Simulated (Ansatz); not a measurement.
# TiSi2: the cost of one run

Method: DFT PBEsol, scalar-relativistic, plane waves, PAW, in Ansatz 0.2.0.

2 further runs of the same task are left out: 2 set aside as unsound or not needed. Runs told in other sessions of the task aren't counted.

## Step 1: The starting structure

Symmetry: Cmcm, No. 63, orthorhombic system. The conventional cell has a = 3.517 Å, b = 13.348 Å, c = 3.556 Å, α = 90.00°, β = 90.00°, γ = 90.00°. Ti (site symmetry m2m) has 10 Si at 2.56 to 2.79 Å in its first shell of neighbours. Si (site symmetry m2m) has 2 Si at 2.39 Å and 6 Ti at 2.56 to 2.79 Å in its first shell of neighbours. Around Si (site symmetry m2m) lie 4 Si at 2.50 Å and 4 Ti at 2.64 to 2.65 Å.

As a file:

```
CELL_PARAMETERS angstrom
1.75852 -6.67412 0.00000
1.75852 6.67412 0.00000
0.00000 0.00000 3.55562
ATOMIC_POSITIONS crystal
Ti 0.89752 0.10248 0.75000
Ti 0.10248 0.89752 0.25000
Si 0.55999 0.44001 0.75000
Si 0.44001 0.55999 0.25000
Si 0.24972 0.75028 0.75000
Si 0.75028 0.24972 0.25000
```

It goes back to an entry of the Materials Project, which need not be the stable form.

This cell was relaxed beforehand with the same method: volume 13.91 Å³/atom, gap on the mesh none (metal).

## Step 2: Zero of energy

Reference values: F = -7437.8088 eV; pressure -0.01 GPa; largest force 0.013 eV/Å; gap on the mesh none (metal). It was computed beforehand with the settings of the runs below.

## Step 3: Setting up one atom moved over a plane

Atom 1 (Ti) is moved by p along (1.000, 0.000, 0.000) and q along (0.000, 1.000, 0.000) (Å), all else fixed; its images in the other cells move with it. Points alike by symmetry are run once.

## Step 4: At p = -0.600, q = -0.600

The input, input.yaml:

```yaml
crystal:
  lattice:
    - [1.7585247991, -6.674123944, 0.0]
    - [1.7585247991, 6.674123944, 0.0]
    - [0.0, 0.0, 3.5556151821]
  atoms:
    - { symbol: Ti, position: [0.7718694403, -0.1130645149, 0.75] }
    - { symbol: Ti, position: [0.102482742, 0.897517258, 0.25] }
    - { symbol: Si, position: [0.5599863191, 0.4400136809, 0.75] }
    - { symbol: Si, position: [0.4400136809, 0.5599863191, 0.25] }
    - { symbol: Si, position: [0.2497198029, 0.7502801971, 0.75] }
    - { symbol: Si, position: [0.7502801971, 0.2497198029, 0.25] }
basis:
  ecutwfc: 420
kpoints:
  mp_grid: { grid: [14, 14, 14] }
hamiltonian:
  xc: pbesol
scf:
  occupations: { method: gaussian, width: 0.15 }
output:
  forces: true
  stress: true
  eigenvalues: true
```

Run with:

```bash
ansatz run input.yaml --threads 2 --pin off --max-ram 5120MiB --backend cpu --events-out ev --progress --plain --runs-dir out
```

Q: Estimate wall time and peak memory on 2 threads of Intel Xeon 6975P-C (Granite Rapids), shared host.

About 38 s, with a peak of 1.6 GiB.
